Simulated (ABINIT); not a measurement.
# Sb (Fm-3m) in ABINIT: a series of runs

Aim: see how the results for Sb move with the level of theory and the settings. Levels: LDA, PBEsol, r2SCAN. Tasks: equation of state.

Program: ABINIT 10.8.3 (patched build). These are calculated values, not measurements. Logs are shortened: lines on timing, memory, paths and dates and some standing lists are left out, and cuts for length are marked. The log counts tension as positive stress, the text compression.

### 1 The structure

Symmetry: Fm-3m, No. 225, cubic system. Conventional cell: a = 4.742 Å, b = 4.742 Å, c = 4.742 Å, α = 90.00°, β = 90.00°, γ = 90.00°. Sb (site symmetry m-3m) is surrounded by 12 Sb at 3.35 Å.

This isn't the form of Sb at room conditions, which is rhombohedral.

### 2 Equation of state, LDA

Input file run.abi:

```
# Datasets: one volume each
ndtset 7
getwfk -1
scalecart1 3*0.9795861087
scalecart2 3*0.9864848297
scalecart3 3*0.9932883884
scalecart4 3*1.0000000000
scalecart5 3*1.0066227096
scalecart6 3*1.0131594038
scalecart7 3*1.0196128224

# Pseudopotentials
pp_dirpath "./"
pseudos "Sb.LDA_PW-JTH.xml"

# Structure
acell 3*1.0 Angstrom
rprim
     0.0000000000     2.3712425216     2.3712425216
     2.3712425216     0.0000000000     2.3712425216
     2.3712425216     2.3712425216     0.0000000000
ntypat 1
znucl 51
natom 1
typat 1
xred
     0.0000000000     0.0000000000     0.0000000000

# Plane-wave basis
ecut 16.0
pawecutdg 32.0

# k points
kptopt 1
ngkpt 10 10 10
nshiftk 1
shiftk 0.0 0.0 0.0

# Exchange and correlation
ixc 7

# Bands and occupations
nband 12
occopt 3
tsmear 0.05 eV

# SCF cycle
nstep 100
tolvrs 1.0e-9

# Output
iomode 3
prtwf 1
prtden 0
prteig 0
prtebands 0
enunit 1
```

Potentials or basis: JTH PAW LDA v2.0.

On the command line:

```console
$ abinit run.abi > log 2>&1
```

run.abo:

```text
.Version 10.8.3 of ABINIT
 DATASET    1 : space group Fm -3 m (#225); Bravais cF (face-center cubic)
================================================================================
 Values of the parameters that define the memory need for DATASET  1.
     intxc =       0    ionmov =       0      iscf =      17    lmnmax =      18
     lnmax =       6     mgfft =      24  mpssoang =       3    mqgrid =    3001
     natom =       1  nloc_mem =       2    nspden =       1   nspinor =       1
    nsppol =       1      nsym =      48    n1xccc =       1    ntypat =       1
    occopt =       3   xclevel =       1
       mpw =         534          nfft =       13824          nkpt =          47
 PAW method is used; the additional fine FFT grid is defined by:
   mgfftf=        32    nfftf =     32768
================================================================================
================================================================================
[... 71 lines left out ...]
 DATASET    7 : space group Fm -3 m (#225); Bravais cF (face-center cubic)
================================================================================
 Values of the parameters that define the memory need for DATASET  7.
     intxc =       0    ionmov =       0      iscf =      17    lmnmax =      18
     lnmax =       6     mgfft =      24  mpssoang =       3    mqgrid =    3001
     natom =       1  nloc_mem =       2    nspden =       1   nspinor =       1
    nsppol =       1      nsym =      48    n1xccc =       1    ntypat =       1
    occopt =       3   xclevel =       1
       mpw =         596          nfft =       13824          nkpt =          47
 PAW method is used; the additional fine FFT grid is defined by:
   mgfftf=        36    nfftf =     46656
================================================================================
================================================================================

--------------------------------------------------------------------------------
------------- Echo of variables that govern the present computation ------------
--------------------------------------------------------------------------------
 -outvars: echo values of preprocessed input variables --------
            acell      1.8897261259E+00  1.8897261259E+00  1.8897261259E+00 Bohr
              amu      1.21753000E+02
             ecut      1.60000000E+01 Hartree
           enunit           1
           getwfk          -1
              ixc           7
           jdtset        1    2    3    4    5    6    7
         kptrlatt       10    0    0      0   10    0      0    0   10
          kptrlen1     6.20772482E+01
          kptrlen2     6.25144264E+01
          kptrlen3     6.29455740E+01
          kptrlen4     6.33708948E+01
          kptrlen5     6.37905818E+01
          kptrlen6     6.42048180E+01
          kptrlen7     6.46137769E+01
            natom           1
            nband          12
[... 39 lines left out ...]
          spgroup         225
           tolvrs      1.00000000E-09
           tsmear      1.83746611E-03 Hartree
            typat      1
           useylm           1
            znucl       51.00000

================================================================================

 chkinp: Checking input parameters for consistency, jdtset=   1.

 chkinp: Checking input parameters for consistency, jdtset=   2.
[... 40 lines left out ...]
 getcut: wavevector=  0.0000  0.0000  0.0000  ngfft=  32  32  32
         ecut(hartree)=     32.000   => boxcut(ratio)=   2.02431

--- Pseudopotential description ------------------------------------------------
- pspini: atom type   1  psp file is ./Sb.LDA_PW-JTH.xml
 Pseudopotential format is: paw10
 basis_size (lnmax)=  6 (lmn_size= 18), orbitals=   0   0   1   1   2   2
 Spheres core radius: rc_sph= 2.40089151
 Shapefunction is BESSEL type: shapef(r,l)=aa(1,l)*jl(q(1,l)*r)+aa(2,l)*jl(q(2,l)*r)
 Radius for shape functions =  2.00542650
 Compensation charge density is not taken into account in XC energy/potential

   3.54998464E+02                                ecore*ucvol(ha*bohr**3)
--------------------------------------------------------------------------------

================================================================================

--- !BeginCycle
iteration_state: {dtset: 1, }
solver: {iscf: 17, nstep: 100, nline: 4, wfoptalg: 10, }
tolerances: {tolvrs: 1.00E-09, }
...
[... 1177 lines left out ...]
-Cartesian components of stress tensor (GPa)         [Pressure= -5.5006E+00 GPa]
- sigma(1 1)=  5.50060785E+00  sigma(3 2)=  0.00000000E+00
- sigma(2 2)=  5.50060785E+00  sigma(3 1)=  0.00000000E+00
- sigma(3 3)=  5.50060785E+00  sigma(2 1)=  0.00000000E+00

== END DATASET(S) ==============================================================
================================================================================

 -outvars: echo values of variables after computation  --------
            acell      1.8897261259E+00  1.8897261259E+00  1.8897261259E+00 Bohr
           etotal1    -8.2778182973E+01
           etotal2    -8.2778300667E+01
           etotal3    -8.2778246686E+01
           etotal4    -8.2778036919E+01
           etotal5    -8.2777685673E+01
           etotal6    -8.2777201081E+01
           etotal7    -8.2776598788E+01
            fcart1    -0.0000000000E+00 -0.0000000000E+00 -0.0000000000E+00
            fcart2    -0.0000000000E+00 -0.0000000000E+00 -0.0000000000E+00
            fcart3    -0.0000000000E+00 -0.0000000000E+00 -0.0000000000E+00
            fcart4    -0.0000000000E+00 -0.0000000000E+00 -0.0000000000E+00
            fcart5    -0.0000000000E+00 -0.0000000000E+00 -0.0000000000E+00
            fcart6    -0.0000000000E+00 -0.0000000000E+00 -0.0000000000E+00
            fcart7    -0.0000000000E+00 -0.0000000000E+00 -0.0000000000E+00
            rprim1     0.0000000000E+00  2.3228362345E+00  2.3228362345E+00
                       2.3228362345E+00  0.0000000000E+00  2.3228362345E+00
                       2.3228362345E+00  2.3228362345E+00  0.0000000000E+00
[... 17 lines left out ...]
                       2.4177492800E+00  2.4177492800E+00  0.0000000000E+00
           strten1    -5.3490184945E-05 -5.3490184945E-05 -5.3490184945E-05
                       0.0000000000E+00  0.0000000000E+00  0.0000000000E+00
           strten2    -3.7848869588E-06 -3.7848869588E-06 -3.7848869588E-06
                       0.0000000000E+00  0.0000000000E+00  0.0000000000E+00
           strten3     4.1736288529E-05  4.1736288529E-05  4.1736288529E-05
                       0.0000000000E+00  0.0000000000E+00  0.0000000000E+00
           strten4     8.2861472423E-05  8.2861472423E-05  8.2861472423E-05
                       0.0000000000E+00  0.0000000000E+00  0.0000000000E+00
           strten5     1.2096149472E-04  1.2096149472E-04  1.2096149472E-04
                       0.0000000000E+00  0.0000000000E+00  0.0000000000E+00
           strten6     1.5561503702E-04  1.5561503702E-04  1.5561503702E-04
                       0.0000000000E+00  0.0000000000E+00  0.0000000000E+00
           strten7     1.8696186074E-04  1.8696186074E-04  1.8696186074E-04
                       0.0000000000E+00  0.0000000000E+00  0.0000000000E+00
 Calculation completed.
```

Wall time 47 s (1 thread of Arm Neoverse V1, shared host); peak memory 0.11 GiB.

Results:

```
Equilibrium volume                      : 25.69 Å³/atom
Bulk modulus                            : 66 GPa
Pressure derivative of the bulk modulus : 3.3
```

Energy against volume, from the lowest point:
| volume (Å³/atom) | energy (meV/atom) |
| --- | --- |
| 25.066 | 3.20 |
| 25.599 | 0.00 |
| 26.133 | 1.47 |
| 26.666 | 7.18 |
| 27.199 | 16.73 |
| 27.733 | 29.92 |
| 28.266 | 46.31 |

Caveat: pressures at fixed basis lie under the slope of the energies. Spin-orbit coupling is left out, which matters for the levels of Sb.

### 3 Equation of state, PBEsol

run.abi, as its differences from that of step 2:

```diff
@@ -13,3 +13,3 @@
 pp_dirpath "./"
-pseudos "Sb.LDA_PW-JTH.xml"
+pseudos "Sb.GGA_PBE-JTH.xml"
 
@@ -31,2 +31,3 @@
 pawecutdg 32.0
+pawxcdev 0
 
@@ -39,3 +40,3 @@
 # Exchange and correlation
-ixc 7
+ixc -116133
```

Potentials or basis: JTH PAW PBE v2.0.

On the command line:

```console
$ abinit run.abi > log 2>&1
```

run.abo:

```text
.Version 10.8.3 of ABINIT
 DATASET    1 : space group Fm -3 m (#225); Bravais cF (face-center cubic)
================================================================================
 Values of the parameters that define the memory need for DATASET  1.
     intxc =       0    ionmov =       0      iscf =      17    lmnmax =      18
     lnmax =       6     mgfft =      24  mpssoang =       3    mqgrid =    3001
     natom =       1  nloc_mem =       2    nspden =       1   nspinor =       1
    nsppol =       1      nsym =      48    n1xccc =       1    ntypat =       1
    occopt =       3   xclevel =       2
       mpw =         534          nfft =       13824          nkpt =          47
 PAW method is used; the additional fine FFT grid is defined by:
   mgfftf=        32    nfftf =     32768
================================================================================
================================================================================
[... 71 lines left out ...]
 DATASET    7 : space group Fm -3 m (#225); Bravais cF (face-center cubic)
================================================================================
 Values of the parameters that define the memory need for DATASET  7.
     intxc =       0    ionmov =       0      iscf =      17    lmnmax =      18
     lnmax =       6     mgfft =      24  mpssoang =       3    mqgrid =    3001
     natom =       1  nloc_mem =       2    nspden =       1   nspinor =       1
    nsppol =       1      nsym =      48    n1xccc =       1    ntypat =       1
    occopt =       3   xclevel =       2
       mpw =         596          nfft =       13824          nkpt =          47
 PAW method is used; the additional fine FFT grid is defined by:
[... 1295 lines left out ...]

 -outvars: echo values of variables after computation  --------
            acell      1.8897261259E+00  1.8897261259E+00  1.8897261259E+00 Bohr
           etotal1    -8.2603399762E+01
           etotal2    -8.2603668479E+01
           etotal3    -8.2603758383E+01
           etotal4    -8.2603689100E+01
           etotal5    -8.2603476727E+01
           etotal6    -8.2603128359E+01
           etotal7    -8.2602658051E+01
            fcart1    -0.0000000000E+00 -0.0000000000E+00 -0.0000000000E+00
            fcart2    -0.0000000000E+00 -0.0000000000E+00 -0.0000000000E+00
            fcart3    -0.0000000000E+00 -0.0000000000E+00 -0.0000000000E+00
            fcart4    -0.0000000000E+00 -0.0000000000E+00 -0.0000000000E+00
            fcart5    -0.0000000000E+00 -0.0000000000E+00 -0.0000000000E+00
            fcart6    -0.0000000000E+00 -0.0000000000E+00 -0.0000000000E+00
            fcart7    -0.0000000000E+00 -0.0000000000E+00 -0.0000000000E+00
            rprim1     0.0000000000E+00  2.3228362345E+00  2.3228362345E+00
                       2.3228362345E+00  0.0000000000E+00  2.3228362345E+00
                       2.3228362345E+00  2.3228362345E+00  0.0000000000E+00
[... 17 lines left out ...]
                       2.4177492800E+00  2.4177492800E+00  0.0000000000E+00
           strten1    -9.6944929060E-05 -9.6944929060E-05 -9.6944929060E-05
                       0.0000000000E+00  0.0000000000E+00  0.0000000000E+00
           strten2    -4.4547451303E-05 -4.4547451303E-05 -4.4547451303E-05
                       0.0000000000E+00  0.0000000000E+00  0.0000000000E+00
           strten3     2.3246158660E-06  2.3246158660E-06  2.3246158660E-06
                       0.0000000000E+00  0.0000000000E+00  0.0000000000E+00
           strten4     4.3990976921E-05  4.3990976921E-05  4.3990976921E-05
                       0.0000000000E+00  0.0000000000E+00  0.0000000000E+00
           strten5     8.2598819941E-05  8.2598819941E-05  8.2598819941E-05
                       0.0000000000E+00  0.0000000000E+00  0.0000000000E+00
           strten6     1.1821420783E-04  1.1821420783E-04  1.1821420783E-04
                       0.0000000000E+00  0.0000000000E+00  0.0000000000E+00
           strten7     1.5089147807E-04  1.5089147807E-04  1.5089147807E-04
                       0.0000000000E+00  0.0000000000E+00  0.0000000000E+00
 Calculation completed.
```

Wall time 63 s (1 thread of Arm Neoverse V1, shared host); peak memory 0.13 GiB.

What came out:

```yaml
Equilibrium_volume: 26.16 Å³/atom
Bulk_modulus: 64 GPa
Pressure_derivative_of_the_bulk_modulus: "3.5 (rough: it moves with the points fitted)"
```

Energy against volume, from the lowest point:
```tsv
volume (Å³/atom)	energy (meV/atom)
25.066	9.76
25.599	2.45
26.133	0.00
26.666	1.89
27.199	7.66
27.733	17.14
28.266	29.94
```

Caveat: pressures at fixed basis lie under the slope of the energies; the PAW data sets were made with another functional, which shifts forces and pressure a little. The run has no spin-orbit coupling, so splittings on Sb are missing.

### 4 Equation of state, r2SCAN

run.abi, as its differences from that of step 3:

```diff
@@ -29,5 +29,4 @@
 # Plane-wave basis
-ecut 16.0
-pawecutdg 32.0
-pawxcdev 0
+ecut 19.0
+pawecutdg 38.0
 
@@ -40,3 +39,5 @@
 # Exchange and correlation
-ixc -116133
+ixc -497498
+usekden 1
+pawxcdev 0
 
@@ -49,3 +50,3 @@
 nstep 100
-tolvrs 1.0e-9
+tolvrs 1.0e-7
```

On the command line:

```console
$ abinit run.abi > log 2>&1
```

Wall time 4.3 min (1 thread of Arm Neoverse V1, shared host); peak memory 0.15 GiB.

Results (log left out):

* Equilibrium volume: 27.24 Å³/atom
* Bulk modulus: 57 GPa
* Pressure derivative of the bulk modulus: 4.6 (rough: it moves with the points fitted)

Energy against volume, from the lowest point:
```
volume (Å³/atom)  energy (meV/atom)
          25.066              36.05
          25.599              19.69
          26.133               8.67
          26.666               2.33
          27.199               0.00
          27.733               1.54
          28.266               6.48
```

Caveat: pressures at fixed basis lie under the slope of the energies; the PAW data sets were made with another functional, which shifts forces and pressure a little. Spin-orbit coupling is left out, which matters for the levels of Sb.

### 5 Overview

| level | potentials or basis | cutoff (eV) | fine-grid cutoff | V0 of scaled cells (Å³/atom) | B0 (GPa) |
| --- | --- | --- | --- | --- | --- |
| LDA | JTH PAW LDA v2.0 | 435 | 870.764 eV | 25.69 | 66 |
| PBEsol | JTH PAW PBE v2.0 | 435 | 870.764 eV | 26.16 | 64 |
| r2SCAN | JTH PAW PBE v2.0 | 517 | 1034.03 eV | 27.24 | 57 |

Alike in all rows: task equation of state; no spin polarisation; cell as given; k mesh 10 × 10 × 10; smearing fermi-dirac 0.05 eV.

Caveats: pressures at fixed basis lie under the slope of the energies; the PAW data sets were made with another functional, which shifts forces and pressure a little (some runs).

Total energies depend on the potentials used, so only differences within one code and one set of settings carry meaning.
